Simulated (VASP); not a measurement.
# AgCl (Chlorargyrite) (Fm-3m) in VASP: further runs

The runs below take AgCl (Chlorargyrite) through single point, with PBE, HSE06, r2SCAN.

All numbers are computed with VASP 6.6.1; they aren't measurements. Logs are shortened: lines on timing, memory, paths and dates and some standing lists are left out, and cuts for length are marked.

**What was measured.**

From a printed reference work, data compilation, for a bulk crystal of AgCl: band gap 3.249 eV (indirect).

How close the calculation comes is told below.

### 1 The cell of the first run

The structure is cubic, space group Fm-3m (No. 225). The conventional cell has a = 5.546 Å, b = 5.546 Å, c = 5.546 Å, α = 90.00°, β = 90.00°, γ = 90.00°. Within 3.7 Å of Ag (site symmetry m-3m) lie 6 Cl at 2.77 Å. Cl (site symmetry m-3m) has 6 Ag at 2.77 Å within 3.7 Å.

### 2 Single point, PBE

Contents of INCAR:

```
  PREC = Accurate
  ENCUT = 520
  EDIFF = 1E-6
  ISMEAR = 0
  SIGMA = 0.01
  LREAL = F
  LASPH = T
  NELM = 100
  ALGO = Normal
  ISIF = 2
  LWAVE = F
  LCHARG = T
  GGA = PE
  LELF = T
  LVHAR = T
  NBANDS = 16
```

Contents of KPOINTS:

```
regular mesh
0
Gamma
  6 6 6
```

Contents of POSCAR:

```
AgCl
1.0
    0.0000000000      2.7731725637      2.7731725637
    2.7731725637      0.0000000000      2.7731725637
    2.7731725637      2.7731725637      0.0000000000
Ag Cl
1 1
Direct
    0.0000000000      0.0000000000      0.0000000000
    0.5000000000      0.5000000000      0.5000000000
```

Potentials or basis: VASP PAW PBE potentials, release 64 (Ag, Cl).

Run with:

```console
cat potpaw_PBE.64/Ag/POTCAR potpaw_PBE.64/Cl/POTCAR > POTCAR
mpirun -np 1 vasp_std > vasp.out
```

OUTCAR:

```text
PREC = Accurate
   ENCUT = 520
   EDIFF = 1E-6
   ISMEAR = 0
   LREAL = F
   LASPH = T
   NELM = 100
   ISIF = 2
   GGA = PE

 ion  position               nearest neighbor table
   1  0.000  0.000  0.000-   2 2.77   2 2.77   2 2.77   2 2.77   2 2.77   2 2.77
   2  0.500  0.500  0.500-   1 2.77   1 2.77   1 2.77   1 2.77   1 2.77   1 2.77

  LATTYP: Found a face centered cubic cell.
 ALAT       =     5.5463451274

  Lattice vectors:

 A1 = (   0.0000000000,   2.7731725637,   2.7731725637)
 A2 = (   2.7731725637,   0.0000000000,   2.7731725637)
 A3 = (   2.7731725637,   2.7731725637,   0.0000000000)

Analysis of symmetry for initial positions (statically):
=====================================================================
 Subroutine PRICEL returns:
 Original cell was already a primitive cell.

 Routine SETGRP: Setting up the symmetry group for a
 face centered cubic supercell.

 Subroutine GETGRP returns: Found 48 space group operations
 (whereof 48 operations were pure point group operations)
 out of a pool of 48 trial point group operations.

The static configuration has the point symmetry O_h .

Analysis of symmetry for dynamics (positions and initial velocities):
=====================================================================
 Subroutine PRICEL returns:
 Original cell was already a primitive cell.

 Routine SETGRP: Setting up the symmetry group for a
 face centered cubic supercell.

 Subroutine GETGRP returns: Found 48 space group operations
 (whereof 48 operations were pure point group operations)
 out of a pool of 48 trial point group operations.

The dynamic configuration has the point symmetry O_h .

 Subroutine INISYM returns: Found 48 space group operations
 (whereof 48 operations are pure point group operations),
 and found     1 'primitive' translations

----------------------------------------------------------------------------------------

                                     Primitive cell

  volume of cell :      42.6541

  direct lattice vectors                    reciprocal lattice vectors
     0.000000000  2.773172564  2.773172564    -0.180298913  0.180298913  0.180298913
     2.773172564  0.000000000  2.773172564     0.180298913 -0.180298913  0.180298913
     2.773172564  2.773172564  0.000000000     0.180298913  0.180298913 -0.180298913

  length of vectors
     3.921858250  3.921858250  3.921858250     0.312286879  0.312286879  0.312286879

  position of ions in fractional coordinates (direct lattice)
     0.000000000  0.000000000  0.000000000
     0.500000000  0.500000000  0.500000000

  ion indices of the primitive-cell ions
   primitive index   ion index
                 1           1
                 2           2

----------------------------------------------------------------------------------------

 KPOINTS: regular mesh

Automatic generation of k-mesh.
 Grid dimensions read from file:
 generate k-points for:    6    6    6

 Generating k-lattice:

  Cartesian coordinates                     Fractional coordinates (reciprocal lattice)
    -0.030049819  0.030049819  0.030049819     0.166666667  0.000000000  0.000000000
     0.030049819 -0.030049819  0.030049819     0.000000000  0.166666667  0.000000000
     0.030049819  0.030049819 -0.030049819     0.000000000  0.000000000  0.166666667

  Length of vectors
     0.052047813  0.052047813  0.052047813

  Shift w.r.t. Gamma in fractional coordinates (k-lattice)
     0.000000000  0.000000000  0.000000000

 Subroutine IBZKPT returns following result:
 ===========================================

 Found     16 irreducible k-points:

 Following reciprocal coordinates:
            Coordinates               Weight
  0.000000  0.000000  0.000000      1.000000
  0.166667  0.000000  0.000000      8.000000
  0.333333  0.000000  0.000000      8.000000
  0.500000  0.000000  0.000000      4.000000
  0.166667  0.166667  0.000000      6.000000
  0.333333  0.166667  0.000000     24.000000
[... 8 lines left out ...]
 -0.333333  0.333333  0.166667     24.000000
 -0.333333  0.500000  0.166667     12.000000
   k-points           NKPTS =     16   k-points in BZ     NKDIM =     16   number of bands    NBANDS=     16
   number of dos      NEDOS =    301   number of ions     NIONS =      2
   total plane-waves  NPLWV =  27000
   dimension x,y,z NGX =    30 NGY =   30 NGZ =   30
   dimension x,y,z NGXF=    60 NGYF=   60 NGZF=   60
   ions per type =               1   1
   NGX,Y,Z   is equivalent  to a cutoff of  12.72, 12.72, 12.72 a.u.
   NGXF,Y,Z  is equivalent  to a cutoff of  25.43, 25.43, 25.43 a.u.
 SYSTEM =  unknown system
   PREC   = accura    normal or accurate (medium, high low for compatibility)
   ISTART =      0    job   : 0-new  1-cont  2-samecut
   ICHARG =      2    charge: 1-file 2-atom 10-const
   ISPIN  =      1    spin polarized calculation?
   LNONCOLLINEAR =      F non collinear calculations
   LSORBIT =      F    spin-orbit coupling
[... 26 lines left out ...]
  Thomas-Fermi vector in A             =   2.362889
   LORBIT       =      0    0 simple, 1 ext, 2 COOP (PROOUT), +10 PAW based schemes
   GGA     = PE    functional components
   LHFCALC =     F    Hartree Fock is set to
   AEXX    =    0.0000 exact exchange contribution
   IVDW    =     0    specifies the selected vdW correction
   LEPSILON=     F    determine dielectric tensor
   LRPA    =     F    only Hartree local field effects (RPA)
 non-spin polarized calculation
 Gauss-broadening in eV      SIGMA  =   0.01
  energy-cutoff  :      520.00
  volume of cell :       42.65
 maximum number of plane-waves:      1167
 NGX is ok and might be reduce to    30
   NGX = 15   NGY = 15   NGZ = 15

 number of electron      18.0000005 magnetization

 Free energy of the ion-electron system (eV)
  ---------------------------------------------------
  ext. energy  EPLUGINS =         0.00000000
  ---------------------------------------------------
  free energy    TOTEN  =        -5.39395926 eV

  energy without entropy =       -5.39395926  energy(sigma->0) =       -5.39395926

 E-fermi :   3.8697     XC(G=0):  -9.9650

 val. band max:        3.8174835805   @ k =   0.5000   0.0000   0.0000
 cond. band min:       4.7261265893   @ k =   0.0000   0.0000   0.0000
 fundamental gap:      0.9086430087
 Fermi energy:         3.8697306721

 k-point     1 :       0.0000    0.0000    0.0000
  band No.  band energies     occupation
      1     -11.3303      2.00000
      2       1.3781      2.00000
      3       1.3781      2.00000
      4       1.3781      2.00000
      5       1.4191      2.00000
      6       1.4191      2.00000
[... 8 lines left out ...]
     15      17.1338      0.00000
     16      17.1338      0.00000

 k-point     2 :       0.1667    0.0000    0.0000
  band No.  band energies     occupation
      1     -11.2272      2.00000
      2       0.3209      2.00000
      3       0.5151      2.00000
      4       0.5151      2.00000
      5       1.4688      2.00000
      6       1.4688      2.00000
[... 8 lines left out ...]
     15      15.7991      0.00000
     16      16.4952      0.00000

 k-point     3 :       0.3333    0.0000    0.0000
  band No.  band energies     occupation
      1     -11.0076      2.00000
      2      -0.9238      2.00000
      3      -0.1162      2.00000
      4      -0.1162      2.00000
      5       1.6500      2.00000
      6       1.6500      2.00000
[... 8 lines left out ...]
     15      16.6517      0.00000
     16      16.6517      0.00000

 k-point     4 :       0.5000    0.0000    0.0000
  band No.  band energies     occupation
      1     -10.8901      2.00000
      2      -1.4211      2.00000
      3      -0.3376      2.00000
      4      -0.3376      2.00000
      5       1.7446      2.00000
      6       1.7446      2.00000
[... 8 lines left out ...]
     15      17.5446      0.00000
     16      17.5446      0.00000
[... 172 lines left out ...]
 k-point    14 :       0.5000    0.3333    0.1667
  band No.  band energies     occupation
      1     -10.9133      2.00000
      2      -0.8419      2.00000
      3      -0.1312      2.00000
      4       0.1835      2.00000
      5       1.5685      2.00000
      6       1.7494      2.00000
[... 8 lines left out ...]
     15      18.3242      0.00000
     16      19.8858      0.00000

 k-point    15 :      -0.3333    0.3333    0.1667
  band No.  band energies     occupation
      1     -10.8522      2.00000
      2      -0.7433      2.00000
      3      -0.2236      2.00000
      4      -0.1720      2.00000
      5       1.6742      2.00000
      6       1.7501      2.00000
[... 8 lines left out ...]
     15      17.3672      0.00000
     16      19.0321      0.00000

 k-point    16 :      -0.3333    0.5000    0.1667
  band No.  band energies     occupation
      1     -10.8480      2.00000
      2      -0.3629      2.00000
      3      -0.1884      2.00000
      4       0.1116      2.00000
      5       1.6456      2.00000
      6       1.8566      2.00000
[... 8 lines left out ...]
     15      18.1278      0.00000
     16      18.9595      0.00000

------------------------ aborting loop because EDIFF is reached ----------------------------------------

  FORCE on cell =-STRESS in cart. coord.  units (eV):
  Direction    XX          YY          ZZ          XY          YZ          ZX
  --------------------------------------------------------------------------------------
  -------------------------------------------------------------------------------------
  Total        0.3922150      0.3922150      0.3922150      0.0000000      0.0000000      0.0000000
  in kB       14.7324218     14.7324218     14.7324218      0.0000000      0.0000000      0.0000000
  external PRESSURE =      14.7324218 kB  Pullay stress =       0.0000000 kB

 VOLUME and BASIS-vectors are now :
 -----------------------------------------------------------------------------
  energy-cutoff  :      520.00
  volume of cell :       42.65
      direct lattice vectors                 reciprocal lattice vectors
     0.000000000  2.773172564  2.773172564    -0.180298913  0.180298913  0.180298913
     2.773172564  0.000000000  2.773172564     0.180298913 -0.180298913  0.180298913
     2.773172564  2.773172564  0.000000000     0.180298913  0.180298913 -0.180298913

 POSITION                                       TOTAL-FORCE (eV/Angst)
 -----------------------------------------------------------------------------------
      0.00000      0.00000      0.00000        -0.000000      0.000000      0.000000
      2.77317      2.77317      2.77317         0.000000      0.000000      0.000000
 -----------------------------------------------------------------------------------
    total drift:                               -0.000000      0.000000      0.000000

  FREE ENERGIE OF THE ION-ELECTRON SYSTEM (eV)
  ---------------------------------------------------
  free  energy   TOTEN  =        -5.3939592586 eV

  energy  without entropy=       -5.3939592586  energy(sigma->0) =       -5.39395926
```

It took 5.8 s on 1 thread of Intel Xeon 6975P-C (Granite Rapids), shared host; peak memory 0.17 GiB.

Results:

```yaml
Free_energy: -5.3940 eV
Pressure: 1.5 GPa
Band_gap_on_the_k_mesh: 0.91 eV, indirect (least direct gap 3.23 eV)
```

### 3 Single point, HSE06

POSCAR is that of step 2.

Contents of INCAR.step1:

```
SYSTEM = AgCl
ALGO = Normal ; EDIFF = 1E-5
ENCUT = 520 ; GGA = PE
ISIF = 2 ; ISMEAR = 0
LASPH = .TRUE. ; LCHARG = .FALSE.
LREAL = .FALSE. ; LWAVE = .TRUE.
NBANDS = 16 ; NELM = 100
PREC = Accurate ; SIGMA = 0.01
```

Contents of INCAR.step2:

```
SYSTEM = AgCl
ALGO = Normal ; EDIFF = 1E-7
ENCUT = 520 ; GGA = PE
HFSCREEN = 0.2079 ; ISIF = 2
ISMEAR = 0 ; ISTART = 1
LASPH = .TRUE. ; LCHARG = .FALSE.
LHFCALC = .TRUE. ; LREAL = .FALSE.
LWAVE = .FALSE. ; NBANDS = 16
NELM = 100 ; PREC = Accurate
PRECFOCK = Normal ; SIGMA = 0.01
```

Contents of KPOINTS:

```
k-points
0
G
  6 6 6
  0 0 0
```

Potentials or basis: VASP PAW PBE potentials, release 64 (Ag, Cl).

Run with:

```console
cat potpaw_PBE.64/Ag/POTCAR potpaw_PBE.64/Cl/POTCAR > POTCAR
cp INCAR.step1 INCAR
mpirun -np 1 vasp_std > vasp.out
cp INCAR.step2 INCAR
mpirun -np 1 vasp_std > vasp.out
```

It took 15 min on 1 thread of Intel Xeon 6975P-C (Granite Rapids), shared host; peak memory 0.29 GiB.

It converged, with:

```
Free energy            : -6.6380 eV
Pressure               : 1.2 GPa
Band gap on the k mesh : 2.39 eV, indirect (least direct gap 4.63 eV)
```

Levels at points of the mesh, in eV from the valence-band top:
```
           k point  band 7  band 8  band 9  band 10  band 11  band 12
(0.00, 0.00, 0.00)   -2.24   -2.24   -2.24     2.39    12.44    12.44
(0.50, 0.00, 0.00)   -2.05    0.00    0.00     5.63     8.46     9.28
(0.50, 0.50, 0.00)   -2.36   -2.36   -2.29     4.00     9.40    10.33
```

Caveat: the PAW data sets were made with another functional, which shifts forces and pressure a little.

### 4 Single point, PBE

Contents of INCAR:

```
PREC = Accurate
ENCUT = 520
EDIFF = 1E-7
ISMEAR = 0
SIGMA = 0.01
LREAL = False
LASPH = True
NELM = 100
ALGO = Normal
ISIF = 2
LWAVE = False
LCHARG = True
GGA = PE
LELF = True
LVHAR = True
NBANDS = 16
```

Contents of KPOINTS:

```
Automatic mesh
0
Gamma
  6 6 6
```

POSCAR is that of step 3.

Run with:

```console
cat potpaw_PBE.64/Ag/POTCAR potpaw_PBE.64/Cl/POTCAR > POTCAR
mpirun -np 1 vasp_std > vasp.out
```

It took 6.9 s on 1 thread of Intel Xeon 6975P-C (Granite Rapids), shared host; peak memory 0.17 GiB.

Results (log left out):

| Property | Result |
| --- | --- |
| Free energy | -5.3940 eV |
| Pressure | 1.5 GPa |
| Band gap on the k mesh | 0.91 eV, indirect (least direct gap 3.23 eV) |

Levels at points of the mesh, in eV from the valence-band top:
| k point | band 7 | band 8 | band 9 | band 10 | band 11 | band 12 |
| --- | --- | --- | --- | --- | --- | --- |
| (0.00, 0.00, 0.00) | -2.32 | -2.32 | -2.32 | 0.91 | 10.85 | 10.85 |
| (0.50, 0.00, 0.00) | -1.76 | 0.00 | 0.00 | 4.24 | 6.53 | 7.67 |
| (0.50, 0.50, 0.00) | -1.95 | -1.95 | -1.87 | 2.38 | 8.03 | 8.63 |

### 5 Single point, r2SCAN

POSCAR is that of step 4.

Contents of INCAR.step1:

```
SYSTEM = AgCl
PREC = Accurate
ENCUT = 520
ISMEAR = 0
SIGMA = 0.01
LREAL = .FALSE.
LASPH = .TRUE.
NELM = 100
NBANDS = 16
GGA = PE
ALGO = Normal
EDIFF = 1E-4
LWAVE = .TRUE.
LCHARG = .FALSE.
```

Contents of INCAR.step2:

```
SYSTEM = AgCl
PREC = Accurate
ENCUT = 520
EDIFF = 1E-6
ISMEAR = 0
SIGMA = 0.01
LREAL = .FALSE.
LASPH = .TRUE.
NELM = 100
ALGO = Normal
ISIF = 2
LWAVE = .FALSE.
LCHARG = .FALSE.
METAGGA = R2SCAN
LMIXTAU = .TRUE.
NBANDS = 16
ISTART = 1
```

Contents of KPOINTS:

```
regular mesh
0
G
  6 6 6
  0 0 0
```

Run with:

```console
cat potpaw_PBE.64/Ag/POTCAR potpaw_PBE.64/Cl/POTCAR > POTCAR
cp INCAR.step1 INCAR
mpirun -np 1 vasp_std > vasp.out
cp INCAR.step2 INCAR
mpirun -np 1 vasp_std > vasp.out
```

Run time: 25 s. Hardware: 1 thread of Intel Xeon 6975P-C (Granite Rapids), shared host; peak memory 0.17 GiB.

The run converged. Its results:

* Free energy: -28.6429 eV
* Pressure: -0.1 GPa
* Band gap on the k mesh: 1.42 eV, indirect (least direct gap 3.80 eV)

Levels at points of the mesh, in eV from the valence-band top:
| k point | band 6 | band 7 | band 8 | band 9 | band 10 | band 11 | band 12 | band 13 |
| --- | --- | --- | --- | --- | --- | --- | --- | --- |
| (0.00, 0.00, 0.00) | -2.43 | -2.43 | -2.38 | -2.38 | 1.42 | 11.34 | 11.34 | 11.34 |
| (0.50, 0.00, 0.00) | -2.07 | -1.75 | 0.00 | 0.00 | 4.71 | 7.16 | 8.27 | 8.27 |
| (0.50, 0.50, 0.00) | -2.20 | -1.95 | -1.95 | -1.84 | 2.93 | 8.35 | 9.24 | 12.34 |

Caveat: the PAW data sets were made with another functional, which shifts forces and pressure a little.

### 6 Single point, PBE

Contents of INCAR:

```
PREC = Accurate
ENCUT = 520
EDIFF = 1E-6
ISMEAR = 0
SIGMA = 0.01
LREAL = False
LASPH = True
NELM = 60
ALGO = Normal
ISIF = 2
LWAVE = False
LCHARG = False
GGA = PE
NBANDS = 16
```

Contents of KPOINTS:

```
Automatic mesh
0
Gamma
  6 6 6
```

POSCAR is that of step 5.

Potentials or basis: VASP PAW PBE potentials, release 64 (Ag, Cl).

Run with:

```console
cat potpaw_PBE.64/Ag/POTCAR potpaw_PBE.64/Cl/POTCAR > POTCAR
mpirun -np 1 vasp_std > vasp.out
```

Wall time 22 s (1 thread of Intel Xeon 6975P-C, shared host); peak memory 0.17 GiB.

Results (log left out):

| Quantity | Value |
| --- | --- |
| Free energy | -5.3940 eV |
| Pressure | 1.5 GPa |
| Band gap on the k mesh | 0.91 eV, indirect (least direct gap 3.23 eV) |

Levels at points of the mesh, in eV from the valence-band top:
```csv
k point,band 5,band 6,band 7,band 8,band 9,band 10,band 11,band 12,band 13,band 14
"(0.00, 0.00, 0.00)",-2.40,-2.40,-2.32,-2.32,-2.32,0.91,10.85,10.85,10.85,12.38
"(0.50, 0.00, 0.00)",-2.07,-2.07,-1.76,0.00,0.00,4.24,6.53,7.67,7.67,13.58
"(0.50, 0.50, 0.00)",-2.76,-2.21,-1.95,-1.95,-1.87,2.38,8.03,8.63,11.51,11.51
```

### 7 Summary

| level | grid for exact exchange (PRECFOCK) | screening parameter | gap on the mesh (eV) | pressure (GPa) |
| --- | --- | --- | --- | --- |
| PBE | - | - | 0.91 | 1.5 |
| HSE06 | Normal | 0.2079 1/Å | 2.39 | 1.2 |
| r2SCAN | - | - | 1.42 | -0.1 |

Alike in all rows: task single point; potentials or basis VASP PAW PBE potentials, release 64 (Ag, Cl); no spin polarisation; cell as given; k mesh 6 × 6 × 6; cutoff (eV) 520; smearing gaussian 0.01 eV.

On the cell as given the gap runs from 0.91 eV (PBE) to 2.39 eV (HSE06). The pressure there spans -0.1 GPa (r2SCAN) to 1.5 GPa (PBE); a positive pressure means that this level wants a larger cell, a negative one a smaller.

Caveats: the PAW data sets were made with another functional, which shifts forces and pressure a little (some runs).

Absolute energies hang on the potentials; compare differences alone.

### 8 Against experiment

Step 2. A measured gap of AgCl is 3.249 eV (indirect; a printed reference work, data compilation); the calculated 0.91 eV misses it by -2.34 eV. So large a miss can be the level of theory's own, or it may mean another phase, state or a wrong row. Spin-orbit coupling on Ag is left out. The value is that of PBE on a finite k mesh, which can miss the band edges, without temperature or zero-point motion. Semilocal functionals fall short of measured gaps as a rule.

Step 3. Measured gap of AgCl: 3.249 eV (indirect; a printed reference work, data compilation). This calculation gives 2.39 eV (-0.86 eV). Spin-orbit coupling on Ag is left out. The value is that of HSE06 on a finite k mesh, which can miss the band edges, without temperature or zero-point motion.

Step 4. Against the measured gap of AgCl, 3.249 eV (indirect; a printed reference work, data compilation), the calculated 0.91 eV is off by -2.34 eV. So large a miss can be the level of theory's own, or it may mean another phase, state or a wrong row. Spin-orbit coupling on Ag is left out. The value is that of PBE on a finite k mesh, which can miss the band edges, without temperature or zero-point motion. Semilocal functionals fall short of measured gaps as a rule.

Step 5. Measured gap of AgCl: 3.249 eV (indirect; a printed reference work, data compilation). This calculation gives 1.42 eV (-1.83 eV). So large a miss can be the level of theory's own, or it may mean another phase, state or a wrong row. Spin-orbit coupling on Ag is left out. The value is that of r2SCAN on a finite k mesh, which can miss the band edges, without temperature or zero-point motion.

Step 6. Measured gap of AgCl: 3.249 eV (indirect; a printed reference work, data compilation). This calculation gives 0.91 eV (-2.34 eV). So large a miss can be the level of theory's own, or it may mean another phase, state or a wrong row. Spin-orbit coupling on Ag is left out. The value is that of PBE on a finite k mesh, which can miss the band edges, without temperature or zero-point motion. Semilocal functionals fall short of measured gaps as a rule.
